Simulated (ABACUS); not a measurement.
# Gd (P6_3/mmc) in ABACUS: a series of runs, part 3 of 3

ABACUS 3.10.1. Earlier steps stand in the parts before.

## Step 5: Relaxation of cell and atoms, PBE, target pressure 20 GPa, at which the enthalpy is minimised

The input, run_abacus.py:

```python
"""ABACUS run from a structure file: ASE reads it, the script writes STRU, KPT and INPUT."""
import re
import subprocess
import spglib
from ase import Atoms
from ase.io import read
from ase.units import Bohr

atoms = read("Gd.cif")
cell, frac, numbers = spglib.standardize_cell((atoms.cell[:], atoms.get_scaled_positions(), atoms.numbers), to_primitive=True, symprec=1e-4)
atoms = Atoms(numbers=numbers, cell=cell, scaled_positions=frac, pbc=True)  # the primitive cell
atoms = atoms[(-atoms.numbers).argsort(kind="stable")]  # ABACUS lists atoms element by element
pseudo = {'Gd': 'Gd.upf'}
orbital = {}
magmoms = None
kmesh = [6, 6, 4]
params = {
    'suffix': 'Gd',
    'calculation': 'cell-relax',
    'basis_type': 'pw',
    'pseudo_dir': './',
    'symmetry': 1,
    'dft_functional': 'pbe',
    'ecutwfc': 52,
    'pseudo_rcut': 10,
    'nspin': 1,
    'nbands': 15,
    'ks_solver': 'dav',
    'smearing_method': 'fd',
    'smearing_sigma': 0.00367493,
    'scf_thr': 1e-08,
    'scf_nmax': 100,
    'mixing_type': 'broyden',
    'mixing_beta': 0.7,
    'cal_force': 1,
    'cal_stress': 1,
    'relax_nmax': 60,
    'force_thr_ev': 0.02,
    'relax_method': 'cg',
    'out_stru': 1,
    'stress_thr': 0.2,
    'press1': 200,
    'press2': 200,
    'press3': 200,
    'kpar': 4,
}

symbols = atoms.get_chemical_symbols()
elements = list(dict.fromkeys(symbols))
lines = ["ATOMIC_SPECIES"] + [f"{e} {atoms.get_masses()[symbols.index(e)]:.4f} {pseudo[e]}" for e in elements]
if orbital:
    lines += ["", "NUMERICAL_ORBITAL"] + [orbital[e] for e in elements]
lines += ["", "LATTICE_CONSTANT", f"{1 / Bohr:.10f}", "", "LATTICE_VECTORS"]
lines += [" ".join(f"{x:.10f}" for x in v) for v in atoms.cell]
lines += ["", "ATOMIC_POSITIONS", "Direct"]
for e in elements:
    lines += ["", e, "0.0", str(symbols.count(e))]
    for i, p in enumerate(atoms.get_scaled_positions(wrap=False)):
        if symbols[i] == e:
            mag = "" if magmoms is None else " mag " + " ".join(str(x) for x in (magmoms[i] if isinstance(magmoms[i], list) else [magmoms[i]]))
            lines.append(" ".join(f"{x:.10f}" for x in p) + " 1 1 1" + mag)
open("STRU", "w").write("\n".join(lines) + "\n")
open("KPT", "w").write("K_POINTS\n0\nGamma\n%d %d %d 0 0 0\n" % tuple(kmesh))
open("INPUT", "w").write("INPUT_PARAMETERS\n" + "".join(f"{k:<20s}{v}\n" for k, v in params.items()))

done = subprocess.run(['mpirun', '-np', '4', 'abacus'])
if done.returncode:
    raise SystemExit(done.returncode)
log = open("OUT.Gd/running_cell-relax.log").read()
print("final energy (eV):", re.findall(r"FINAL_ETOT_IS (\S+)", log))
```

The input, Gd.cif:

```cif
data_Gd
_cell_length_a 3.63600000
_cell_length_b 3.63600000
_cell_length_c 5.78260000
_cell_angle_alpha 90.00000000
_cell_angle_beta 90.00000000
_cell_angle_gamma 120.00000000
_space_group_name_H-M_alt 'P6_3/mmc'
_space_group_name_Hall '-P 6c 2c'
_space_group_IT_number 194
loop_
_space_group_symop_operation_xyz
'x,y,z'
'-x,-y,-z'
'x-y,x,z+1/2'
'-x+y,-x,-z+1/2'
'-y,x-y,z'
'y,-x+y,-z'
'-x,-y,z+1/2'
'x,y,-z+1/2'
'-x+y,-x,z'
'x-y,x,-z'
'y,-x+y,z+1/2'
'-y,x-y,-z+1/2'
'-y,-x,-z+1/2'
'y,x,z+1/2'
'-x,-x+y,-z'
'x,x-y,z'
'-x+y,y,-z+1/2'
'x-y,-y,z+1/2'
'y,x,-z'
'-y,-x,z'
'x,x-y,-z+1/2'
'-x,-x+y,z+1/2'
'x-y,-y,-z'
'-x+y,y,z'
loop_
_atom_site_label
_atom_site_type_symbol
_atom_site_symmetry_multiplicity
_atom_site_Wyckoff_symbol
_atom_site_fract_x
_atom_site_fract_y
_atom_site_fract_z
_atom_site_occupancy
Gd1 Gd 2 c 0.6666666667 0.3333333333 0.7500000000 1
```

Potentials or basis: PseudoDojo NC SR 0.4.1 PBE standard, lanthanides 3+ (f in core), plane waves.

Command:

```
$ OMP_NUM_THREADS=1 python run_abacus.py > log
```

running log:

```text
ABACUS v3.10.1

               Atomic-orbital Based Ab-initio Computation at UStc

 ------------------------------------------------------------------------------------

 READING GENERAL INFORMATION
                           global_out_dir = OUT.Gd/
                           global_in_card = INPUT
                               pseudo_dir = ./
                              orbital_dir =
                                    DSIZE = 4
                                    GSIZE = 1

 READING UNITCELL INFORMATION
                                    ntype = 1
                  lattice constant (Bohr) = 1.88973
              lattice constant (Angstrom) = 1

 READING ATOM TYPE 1
                               atom label = Gd
                      L=0, number of zeta = 1
                      L=1, number of zeta = 1
                      L=2, number of zeta = 1
             number of atom for this type = 2

                        TOTAL ATOM NUMBER = 2
DIRECT COORDINATES
    atom                   x                   y                   z     mag                  vx                  vy                  vz
taud_Gd1            0.6666666667        0.3333333333        0.7500000000  0.0000        0.0000000000        0.0000000000        0.0000000000
taud_Gd2            0.3333333333        0.6666666667        0.2500000000  0.0000        0.0000000000        0.0000000000        0.0000000000

                          Volume (Bohr^3) = 446.785
                             Volume (A^3) = 66.2066

 Lattice vectors: (Cartesian coordinate: in unit of a_0)
               +3.636                  +0                  +0
               -1.818            +3.14887                  +0
                   +0                  +0             +5.7826
 Reciprocal vectors: (Cartesian coordinate: in unit of 2 pi/a_0)
            +0.275028           +0.158787                  -0
                   -0           +0.317574                  -0
                   +0                  -0           +0.172933
 The esolver type has been set to : ksdft_pw

                PAO radial cut off (Bohr) = 10

 Read in pseudopotential file is Gd.upf
                     pseudopotential type = NC
          exchange-correlation functional = PBE
                 nonlocal core correction = 1
                        valence electrons = 11
                                     lmax = 3
                           number of zeta = 4
                     number of projectors = 7
                           L of projector = 0
                           L of projector = 0
                           L of projector = 1
                           L of projector = 1
                           L of projector = 2
                           L of projector = 2
                           L of projector = 3
     initial pseudo atomic orbital number = 20

 SETUP THE ELECTRONS NUMBER
            electron number of element Gd = 11
      total electron number of element Gd = 22
            AUTOSET number of electrons:  = 22
                           occupied bands = 11
                                   NBANDS = 15
                                   NLOCAL = 18

%%%%%%%%%%%%%%%%%%%%%%%%%%%%%%%%%%%%%%%%%%%%%%%%%%%%%%%%%%%%%%%%%%%%%%%%%%%%%%%%%%%%%%%%%%%%%%%%%%%%%%%%%%
 Warning: the number of valence electrons in pseudopotential > 10 for Gd: [Xe] 4f7 5d1 6s2
 Pseudopotentials with additional electrons can yield (more) accurate outcomes, but may be less efficient.
 If you're confident that your chosen pseudopotential is appropriate, you can safely ignore this warning.
%%%%%%%%%%%%%%%%%%%%%%%%%%%%%%%%%%%%%%%%%%%%%%%%%%%%%%%%%%%%%%%%%%%%%%%%%%%%%%%%%%%%%%%%%%%%%%%%%%%%%%%%%%

 SETUP THE PLANE WAVE BASIS
 energy cutoff for charge/potential (unit:Ry) = 208
            fft grid for charge/potential = [ 32, 32, 54 ]
                        fft grid division = [ 1, 1, 1 ]
        big fft grid for charge/potential = [ 32, 32, 54 ]
                                     nbxx = 55296
                                     nrxx = 55296

 SETUP PLANE WAVES FOR CHARGE/POTENTIAL
                    number of plane waves = 22623
                         number of sticks = 673

 PARALLEL PW FOR CHARGE/POTENTIAL
     PROC   COLUMNS(POT)             PW
        1            673          22623
[... 35 lines left out ...]
                                C/A RATIO = 1.59037
Original cell was already a primitive cell.
                        ROTATION MATRICES = 24
              PURE POINT GROUP OPERATIONS = 12
                   SPACE GROUP OPERATIONS = 24
                                       C2 = 3
                                       C3 = 2
                                       C4 = 0
                                       C6 = 0
                                       S1 = 3
                                       S3 = 0
                                       S4 = 0
                                       S6 = 2
                              POINT GROUP = D_3d
                                       C2 = 7
                                       C3 = 2
                                       C4 = 0
                                       C6 = 2
                                       S1 = 7
                                       S3 = 2
                                       S4 = 0
                                       S6 = 2
               POINT GROUP IN SPACE GROUP = D_6h

 SETUP K-POINTS
                                    nspin = 1
                   Input type of k points = Monkhorst-Pack(Gamma)
                                   nkstot = 144
                       right hand lattice = 1
(for reciprocal lattice: )
                             BRAVAIS TYPE = 4
                     BRAVAIS LATTICE NAME = 04. Hexagonal cell
                                    ibrav = 4
                       right hand lattice = 1
(for k-lattice: )
                             BRAVAIS TYPE = 4
                     BRAVAIS LATTICE NAME = 04. Hexagonal cell
                                    ibrav = 4
                       right hand lattice = 1
                        ROTATION MATRICES = 24
                               nkstot_ibz = 21
K-POINTS REDUCTION ACCORDING TO SYMMETRY
     IBZ    DIRECT_X    DIRECT_Y    DIRECT_Z  WEIGHT  ibz2bz
       1  0.00000000  0.00000000  0.00000000  0.0069       0
       2 -0.16666667  0.16666667  0.00000000  0.0417       1
       3 -0.33333333  0.33333333  0.00000000  0.0417       2
       4  0.50000000  0.50000000  0.00000000  0.0208       3
       5 -0.16666667  0.33333333  0.00000000  0.0417       7
       6  0.50000000  0.33333333  0.00000000  0.0833       8
[... 13 lines left out ...]
      20  0.50000000  0.33333333  0.50000000  0.0833      80
      21  0.33333333  0.33333333  0.50000000  0.0139      86

                               nkstot now = 21
[... K-POINTS DIRECT COORDINATES: 21 rows ...]

           k-point number in this process = 6
       minimum distributed K point number = 5
[... stars of the k points ...]

[... K-POINTS CARTESIAN COORDINATES: 6 rows ...]

[... K-POINTS DIRECT COORDINATES: 6 rows ...]

 SETUP PLANE WAVES FOR WAVE FUNCTIONS
     energy cutoff for wavefunc (unit:Ry) = 52
              fft grid for wave functions = [ 32, 32, 54 ]
                    number of plane waves = 4031
                         number of sticks = 211

 PARALLEL PW FOR WAVE FUNCTIONS
     PROC   COLUMNS(POT)             PW
        1            211           4031
 --------------- sum -------------------
        1            211           4031

 SETUP NONLOCAL PSEUDOPOTENTIALS IN PLANE WAVE BASIS
 Gd non-local projectors:
 projector 1 L=0
 projector 2 L=0
 projector 3 L=1
 projector 4 L=1
 projector 5 L=2
 projector 6 L=2
 projector 7 L=3
      TOTAL NUMBER OF NONLOCAL PROJECTORS = 50

 Init Non-Local PseudoPotential table :
 Init Non-Local-Pseudopotential done.

                                     npwx = 2835

 Make real space PAO into reciprocal space.
       max mesh points in Pseudopotential = 1001
     dq(describe PAO in reciprocal space) = 0.01
                                    max q = 1450

 number of pseudo atomic orbitals for Gd is 4
WARNING: norm of atomic wavefunction # 3 of atomic type Gd is 0.999494, renormalized
WARNING: norm of atomic wavefunction # 4 of atomic type Gd is 0.999103, renormalized

 -------------------------------------------
 STEP OF RELAXATION : 1
 -------------------------------------------
                                 init_chg = atomic

 PW ALGORITHM --------------- ION=   1  ELEC=   1--------------------------------
 Notice: Threshold on eigenvalues was too large.
 hsover_error=0.22 > DRHO=0.00736359
 Origin diag ethr = 0.01
 New diag ethr = 3.34709e-05
[... 379 lines left out ...]
 Largest gradient in stress is 17.404565 kbar.
 Threshold is 0.200000 kbar.

 Relaxation is not converged yet!
Too many Brent steps, let's do next CG step
DIRECT COORDINATES
    atom                   x                   y                   z     mag                  vx                  vy                  vz
taud_Gd1            0.6666666667        0.3333333333        0.7500000000  0.0000        0.0000000000        0.0000000000        0.0000000000
taud_Gd2            0.3333333333        0.6666666667        0.2500000000  0.0000        0.0000000000        0.0000000000        0.0000000000

                          Volume (Bohr^3) = 268.550566
                             Volume (A^3) = 39.795041
[... 353 lines left out ...]
 Largest gradient in stress is 118.422553 kbar.
 Threshold is 0.200000 kbar.

 Relaxation is not converged yet!
Too many Brent steps, let's do next CG step
DIRECT COORDINATES
    atom                   x                   y                   z     mag                  vx                  vy                  vz
taud_Gd1            0.6666666667        0.3333333333        0.7500000000  0.0000        0.0000000000        0.0000000000        0.0000000000
taud_Gd2            0.3333333333        0.6666666667        0.2500000000  0.0000        0.0000000000        0.0000000000        0.0000000000

                          Volume (Bohr^3) = 367.440472
                             Volume (A^3) = 54.448995
[... 776 lines left out ...]
 Largest gradient in stress is 0.189014 kbar.
 Threshold is 0.200000 kbar.

 Relaxation is converged!

 --------------------------------------------
 !FINAL_ETOT_IS -2263.4171998746819554 eV
 --------------------------------------------
```

It took 23 s on 4 MPI ranks of Intel Xeon 6975P-C (Granite Rapids), shared host; peak memory 0.36 GiB.

Results:

| Quantity | Value |
| --- | --- |
| Free energy | -2263.4172 eV |
| Band gap on the k mesh | none (metal or under the smearing width) |

Caveat: the local potential of these files has a noisy tail that shifts the pressure, which isn't listed; the 4f electrons are frozen in the core as for a trivalent ion, so they carry no moment and show no levels; the run has no spin polarisation, though such a crystal can be magnetic.

## Step 6: Relaxation of cell and atoms, PBE, target pressure 30 GPa, at which the enthalpy is minimised

Changes to run_abacus.py since step 5:

```diff
@@ -41,5 +41,5 @@
     'stress_thr': 0.2,
-    'press1': 200,
-    'press2': 200,
-    'press3': 200,
+    'press1': 300,
+    'press2': 300,
+    'press3': 300,
     'kpar': 4,
```

Gd.cif is that of step 5.

Potentials or basis: PseudoDojo NC SR 0.4.1 PBE standard, lanthanides 3+ (f in core), plane waves.

Command:

```
$ OMP_NUM_THREADS=1 python run_abacus.py > log
```

Wall time 26 s (4 MPI ranks of Intel Xeon 6975P-C (Granite Rapids), shared host); peak memory 0.36 GiB.

Results (log left out):

| Item | Value |
| --- | --- |
| Free energy | -2262.7487 eV |
| Band gap on the k mesh | none (metal or under the smearing width) |

Levels at points of the mesh, in eV from the Fermi level:
```
           k point  band 7  band 8  band 9  band 10  band 11  band 12  band 13  band 14  band 15
(0.00, 0.00, 0.00)  -20.10  -20.10   -4.81    -2.77     1.85     2.03     2.03     3.02     3.81
(0.50, 0.50, 0.00)  -20.72  -20.43   -2.66    -1.98    -1.87     1.79     2.24     2.29     3.17
(0.00, 0.00, 0.50)  -20.25  -20.25   -2.85    -2.85     1.20     1.20     1.99     1.99     1.99
(0.50, 0.50, 0.50)  -20.72  -20.72   -2.74    -2.74    -0.76    -0.76     4.23     4.41     4.41
```

Caveat: the local potential of these files has a noisy tail that shifts the pressure, which isn't listed; the 4f electrons are frozen in the core as for a trivalent ion, so they carry no moment and show no levels; the run has no spin polarisation, though such a crystal can be magnetic.

## Step 7: The runs side by side

```csv
cell,gap on the mesh (eV)
relaxed,none
relaxed to 5 GPa,none
relaxed to 10 GPa,none
relaxed to 20 GPa,none
relaxed to 30 GPa,none
```

Alike in all rows: task relaxation of cell and atoms; level PBE; potentials or basis PseudoDojo NC SR 0.4.1 PBE standard, lanthanides 3+ (f in core), plane waves; no spin polarisation; k mesh 6 × 6 × 4; cutoff (eV) 707; smearing fermi-dirac 0.05 eV.

Caveats: the local potential of these files has a noisy tail that shifts the pressure, which isn't listed; the 4f electrons are frozen in the core as for a trivalent ion, so they carry no moment and show no levels; the run has no spin polarisation, though such a crystal can be magnetic.

Absolute energies hang on the potentials; compare differences alone.
